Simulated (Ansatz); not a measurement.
**Relaxing Mo**

All numbers below come from DFT PBE, scalar-relativistic, plane waves, PAW in Ansatz 0.2.0. Cutoff 420 eV, Γ-centred k mesh, Gaussian smearing, no spin polarisation in the final step.

The start puts Mo on the sites of a reported Bi cell (C2/m, No. 12), at a guessed volume.

```xyz
2
Lattice="2.6669 -2.4424 0.0000 2.6669 2.4424 0.0000 -0.9201 0.0000 2.4724" Properties=species:S:1:pos:R:3 pbc="T T T"
Mo    1.2060    0.0000    0.3684
Mo    3.2078    0.0000    2.1040
```

Cell and atoms relax at zero pressure; the relaxation can't lower the symmetry of the start. After a coarse first stage the cell is made exact in the group found at 0.06 Å.

Q: What does it relax into?

A: It ends in Im-3m (No. 229). The result has the bcc structure. Conventional cell: a = 3.161 Å. Around Mo lie 8 Mo at 2.74 Å and 6 Mo at 3.16 Å.

Space group Im-3m (No. 229). a = 3.161 Å, b = 3.161 Å, c = 3.161 Å, α = 90.00°, β = 90.00°, γ = 90.00°
```tsv
atom	site	symmetry	x	y	z
Mo	2a	m-3m	0.0000	0.0000	0.0000
```

Q: What are its volume, density and gap?

A: The volume per atom is 15.79 Å³, the density is 10.09 g/cm³ and the gap on the 24×24×24 mesh is 0 eV (a metal).

The final run used a 24×24×24 mesh on its 1-atom cell and 0.10 eV smearing. Symmetry constrained the relaxation, so the result can be a saddle point.